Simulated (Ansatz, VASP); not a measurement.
# Zn in VASP and in Ansatz

```xyz
1
Lattice="-1.4931 1.4931 1.4931 1.4931 -1.4931 1.4931 1.4931 1.4931 -1.4931" Properties=species:S:1:pos:R:3 pbc="T T T"
Zn    0.0000    0.0000    0.0000
```

Alike in both runs: task relaxation of cell and atoms; functional PBE; k mesh 17 × 17 × 17; occupations fermi-dirac, width 0.05 eV; no spin polarisation.

```csv
,VASP,Ansatz
version,VASP 6.6.1,Ansatz 0.2.0
potentials or method,"VASP PAW PBE potentials, release 64 (Zn)","PAW with Ansatz's default frozen-core files, scalar-relativistic"
plane-wave cutoff (eV),600,420
valence electrons in the cell,12,12
```

|  | VASP | Ansatz | Ansatz less VASP |
| --- | --- | --- | --- |
| relaxed volume (Å³/atom) | 15.44 | 15.37 | -0.063 |
| relaxed cell length with the largest relative difference (Å) | 2.717 | 2.713 | -0.0037 |
| energy change over the relaxation (meV/atom) | -78 | -74 | +4.0 |

Caveats: the volume moved by over 15 % at a fixed basis, so the end points are rough (VASP).
